PBE comes closest to the measured gap of Bi₂Se₃, yet that closeness is no test of the functional. Every row leaves out spin-orbit coupling, and in this compound the coupling exchanges the two states that border the gap. The computed gaps therefore belong to a band order that the real crystal doesn't have. Once the order is turned round, a functional that opened the gap can be expected to narrow it at the same point of the band structure.

FLEUR MaX-R8.1 (later development tree), all-electron LAPW DFT for Bi₂Se₃ (R-3m, 5 atoms) at one given geometry, without spin polarisation or spin-orbit coupling. The k mesh is 8 × 8 × 8, with Fermi-Dirac smearing of 0.05 eV, and the band path is Γ–L–B₁|B–Z–Γ–X|Q–F|P₁–Z|L–P. The plane-wave cutoff is 3.5 bohr⁻¹ for PBE and 4.28 bohr⁻¹ for the other rows.

| functional | gap on path (eV) | direct gap on path (eV) |
| --- | --- | --- |
| LDA | 0.098 | 0.098 |
| PBE | 0.218 | 0.218 |
| BH | 0.104 | 0.104 |
| MJW | 0.093 | 0.093 |
| PW91 | 0.208 | 0.208 |
| PZ | 0.096 | 0.096 |
| WC | 0.127 | 0.127 |
| Xalpha | 0.027 | 0.027 |

The gap on path is the energy between the highest filled and the lowest empty state anywhere along the plotted band path. The direct gap on path is the smallest such distance at a single wave vector. The two columns agree in every row, so both edges lie at the same wave vector. The atoms also sit in the same places throughout, so the differences between rows don't come from a change of volume or shape.

**The first two rows: LDA and PBE**

LDA gives 0.098 eV and PBE 0.218 eV. The measured gap is roughly 0.3 eV, a recalled value (optical measurements give somewhat less), so a reader who ranks functionals by their distance from experiment will prefer PBE. Local and gradient-corrected functionals are known to give gaps that are too small, and PBE seems to mend part of that fault. The reading is natural, but it compares two different quantities.

The difference becomes clear when the gap is given a sign. In Bi₂Se₃ without spin-orbit coupling, the lowest empty state is mainly a p orbital of Bi that points along the stacking axis, called p_z. The highest filled state is mainly the p_z orbital of Se. Let m be the energy of the Bi edge less that of the Se edge; it is positive in such a calculation, and it is what the table lists.

Spin-orbit coupling pushes the Bi edge down and the Se edge slightly up. If the two edges approach each other by an amount S, their signed separation becomes m − S. When S exceeds m, the edges have crossed: the state of Bi character is now filled and the one of Se character empty. This is the band inversion for which Bi₂Se₃ is known, and it brings conducting states at the surface that an ordinary insulator need not have.

A gap measurement yields a size without this sign. After inversion the separation of the edges has the size S − m, in which m enters with a minus sign. PBE has the larger m by 0.120 eV, so for equal S it would have the smaller inverted separation by the same amount. The change of functional that widened the gap in the table would then narrow it, at least at the wave vector where the edges have changed places. Whether that brings the result nearer to experiment depends on the size of S, which the table doesn't give.

**The middle rows: where the gap sits and how much coupling closes it**

BH, MJW and PZ are local functionals with correlation, as LDA is, and the four gaps agree within 0.011 eV. They differ in how they describe the correlation of a uniform electron gas, and that choice hardly matters here. MJW has a different use, because the same calculation lists its levels at Γ, the centre of the Brillouin zone. They place its gap there, and they put the next empty level 1.24 eV above the lowest one.

The other rows have no such list at hand, but their smearing entropy helps. This entropy comes from partly filled states near the Fermi energy. One pair of edge states at a single mesh point accounts for 60 to 64% of it, depending on the row. If the edges lay at a point with even one further equivalent by symmetry, the two together would exceed the total.

That leaves Γ or the zone-boundary point Z, and likeness to MJW favours Γ. The argument concerns the mesh points, however. In the rows with small gaps, which are all except PBE and PW91, the bands might come closer between those points. Along the band path they don't, since the gap on the path equals the gap on the mesh in every row, but the path doesn't cover the whole zone.

With the edges placed at Γ, one can ask how strong the coupling must be to make them meet. Spin-orbit coupling links a p_z state of one spin to a p_x,p_y state of the opposite spin. Two linked levels repel each other, so the lower one sinks. For the Bi edge this gives a problem of two levels:

- The p_z level lies at energy 0.
- The p_x,p_y level lies at d − ζ/2, where d is the spacing without coupling and ζ the spin-orbit constant.
- The link between them is ζ/√2.

The Se edge lies at −m on this scale. The gap closes when the lower of the two mixed levels reaches it, which requires

m (d + m − ζ/2) = ζ²/2.

Solved for the coupling, this becomes

ζ = ½ [√(m² + 8m(d + m)) − m].

For PBE, m = 0.218 eV and d = 1.24 eV, the spacing borrowed from MJW. Their sum is 1.458 eV, the square root comes to 1.609 eV, and the required ζ is (1.609 − 0.218)/2 ≈ 0.70 eV. A free Bi atom has a constant of roughly 1.2 eV, again a recalled value. Somewhat more than half of the atom's own coupling would therefore close the PBE gap.

The same estimate for LDA needs only about two fifths of the atomic value. No constant was adjusted to the gaps: they enter as data, and the result is a strength that can be held against the atom. The comparison shows what is wrong with the calculation without using a measured gap. An interaction that could close the gap at part of its natural strength has been set to zero.

The model remains rough. It assumes that the second empty level of MJW is the p_x,p_y partner of the Bi edge, which the level list alone doesn't establish. If the true partner lies twice as far away, PBE needs about 80% of the atomic coupling, and the other rows need less. The model also ignores the small push on Se and the mixing of Bi with Se orbitals, which weakens the coupling felt by the edge.

With so much weakening possible, the estimate can't prove that the PBE edges cross. That they do cross in Bi₂Se₃ is established physics, known from calculations that include the coupling and from the observed surface states. What the estimate adds is scale. With the atomic constant, the Bi edge sinks by some tenths of an eV, as much as the gaps themselves or more, so the coupling can't be treated as a small correction to be added later.

The model also shows what to look for in a related compound. A heavier atom from the same group of the periodic table brings a larger ζ and makes crossing easier. A wider starting gap, or a p_x,p_y partner farther away, makes it harder. The outcome depends on these three energies together, so a heavy element by itself doesn't guarantee an inverted gap.

**PW91 and WC: what the gradient correction does**

PBE was run with a different basis from the other rows, which raises the question whether its wide gap is real. PW91 answers it, because it shares the basis settings of LDA and still gives 0.208 eV, about twice the LDA gap. The opening is thus a property of these gradient-corrected functionals. The remaining 0.010 eV between PBE and PW91 can't be assigned to either the functional or the basis.

WC is gradient-corrected as well, yet its gap is only 0.029 eV above that of LDA. It uses the same correlation as PBE and differs in the exchange part, which responds more weakly to moderate density gradients. That points to exchange as the main source of the difference between WC and PBE, although the change of basis is mixed in. A change of the gap means that the Bi and Se edges shift by unequal amounts, but the table doesn't show which of them moves more.

For the comparison with experiment, the lesson is the same whichever edge moves more. The choice of functional changes m, while the omitted coupling decides whether m adds to the final separation or is taken away from it. Ranking functionals before the coupling is included rewards a large m. If the inverted separation at Γ then comes out too small, a large m makes the error worse. If it comes out too large, a large m helps, but for a reason that the ranking never tested. The second case is the one to expect: local and gradient-corrected functionals tend to make m too small, and with the coupling included they are known to overstate the inversion at Γ in this compound.

**The last row: Xalpha**

Xalpha gives 0.027 eV, which looks like the worst result in the table. The gap is about half the smearing width of 0.05 eV, and the lowest conduction state is 46% occupied. That looks alarming, but it concerns one mesh point out of 512 and about 0.0018 electrons per cell. The smearing is therefore unlikely to be what makes the gap small.

Missing correlation is the likelier cause. Xalpha has exchange only, and its total energy lies 730 eV above that of LDA. That is about what leaving out the correlation of all 268 electrons is expected to cost, whereas a stronger exchange than in LDA would have lowered the energy. The row can thus be read as LDA without correlation, with a gap narrower by 0.071 eV.

The signed separation changes the meaning of this row too, though not necessarily its rank. Its edges are almost touching, and about a fifth of the atomic Bi coupling would make them meet in the simple model. If S were the same for all functionals and larger than every gap in the table, Xalpha would end with the widest inverted separation at Γ and PBE with the narrowest. The order of the whole table would be reversed there, although its spread of 0.191 eV would stay the same. Which end then lies nearer to experiment depends on S. The model's shift with the free-atom coupling, 0.587 eV, gives 0.369 eV for PBE and 0.560 eV for Xalpha, so PBE would still be the nearer one. The shift with the spacing doubled, 0.326 eV, gives 0.108 eV for PBE and 0.299 eV for Xalpha, and Xalpha would be nearer.

Even that reversed order need not be the order of the final gaps. Once the edges have changed places at Γ, the two bands would cross at wave vectors around it. They repel each other there, and the smallest gap can end up near those crossings instead of at Γ. A reader who repeats the calculation with spin-orbit coupling should therefore look at two things separately. One is the orbital character of the edges at Γ, which shows whether they have changed places; the other is the smallest gap over the whole zone, which is the quantity to hold against experiment.

A practical rule follows for small gaps between p states of heavy atoms. Before comparing such a gap with a measured one, work out the coupling that would close it and set that against the value of the free atom. If the required coupling is the smaller of the two, as it is in every row here, include spin-orbit coupling first and judge the functional afterwards. A required coupling above the atomic value makes a crossing unlikely only if the other edge belongs to a light atom; with a heavy partner such as Te, the upward push on that edge has to be counted as well. Even without a crossing the gap can still shrink by a good part of its size, so that result is no reason to leave the coupling out.
